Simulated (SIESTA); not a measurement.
FeO:

```xyz
2
Lattice="0.0000 2.1554 2.1554 2.1554 0.0000 2.1554 2.1554 2.1554 0.0000" Properties=species:S:1:pos:R:3 pbc="T T T"
Fe    0.0000    0.0000    0.0000
O     2.1554    2.1554    2.1554
```

Base run:

- Program: SIESTA 5.4.2
- Functional: LDA
- Potentials or basis: PseudoDojo 0.4 standard (LDA files)
- Basis: DZP (energy shift 0.002 Ry)
- Grid cutoff: 800 Ry
- Energy shift: 0.002 Ry
- k mesh: 9 × 9 × 9
- Occupations: fermi-dirac, width 0.05 eV
- Spin: collinear spin, ferromagnetic start
- Starting moments: [3.0, 0.0] μB
- Hubbard terms: Fe d U = 4.5 eV

Its results: band gap on the k mesh none (metal or under the smearing width); pressure -10.7 GPa; net moment 4.00 μB per cell; site moments Fe +3.78; O +0.22 μB.

Problem. The run is repeated on the same cell with these changes: basis from DZP (energy shift 0.002 Ry) to DZ (energy shift 0.002 Ry); hubbard terms from Fe d U = 4.5 eV to Fe d U = 6 eV. What comes out?

Solution. Band gap on the k mesh none (metal or under the smearing width); pressure -13.5 GPa; net moment 4.00 μB per cell; site moments Fe +3.80; O +0.21 μB.

Several settings changed at once, so the effect can't be laid on one alone.

Caveats: semicore shells carry a single zeta, which can move pressures by several GPa and volumes by a few percent; the basis of atomic orbitals isn't converged, which shifts pressures, moduli and gaps; a cell with one magnetic atom can't hold antiferromagnetic order, which such compounds often take; the basis has no polarisation orbitals (some runs).

Not every run made on this cell is shown here.
